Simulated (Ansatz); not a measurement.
# Strain response of Ta₂H

Method: Ansatz, DFT PBEsol, scalar-relativistic, plane waves, PAW. Settings: 420 eV cutoff, 12×12×12 k-mesh, Gaussian smearing of 0.10 eV, no spin polarisation.

The relaxed crystal:

```xyz
3
Lattice="3.3468 0.0000 0.0000 0.0000 3.3468 0.0000 0.0000 0.0000 3.3930" Properties=species:S:1:pos:R:3 pbc="T T T"
Ta    1.6734    0.0000    2.5108
Ta    0.0000    1.6734    0.8822
H     0.0000    0.0000    0.0000
```

Deformation: all cell vectors scaled alike, the atoms relaxed, all within the symmetry that the strain leaves. Energies are extrapolated to zero smearing. Stress is positive in compression, on the Cartesian axes of the cell above.

Spin–orbit coupling is left out, which can shift energies with elements as heavy as these.

```csv
strain (%),ΔE (meV/atom),a (Å),b (Å),c (Å),σxx (GPa),σyy (GPa),σzz (GPa)
-6.0,329.2,3.146,3.146,3.189,59.44,59.44,52.51
-4.0,137.6,3.213,3.213,3.257,34.70,34.70,30.97
-2.0,32.4,3.280,3.280,3.325,15.19,15.19,13.61
+0.0,0.0,3.347,3.347,3.393,0.01,0.01,-0.01
+2.0,29.1,3.414,3.414,3.461,-11.79,-11.79,-10.75
+4.0,109.8,3.481,3.481,3.529,-20.75,-20.75,-18.92
+6.0,233.2,3.548,3.548,3.597,-27.47,-27.47,-25.01
```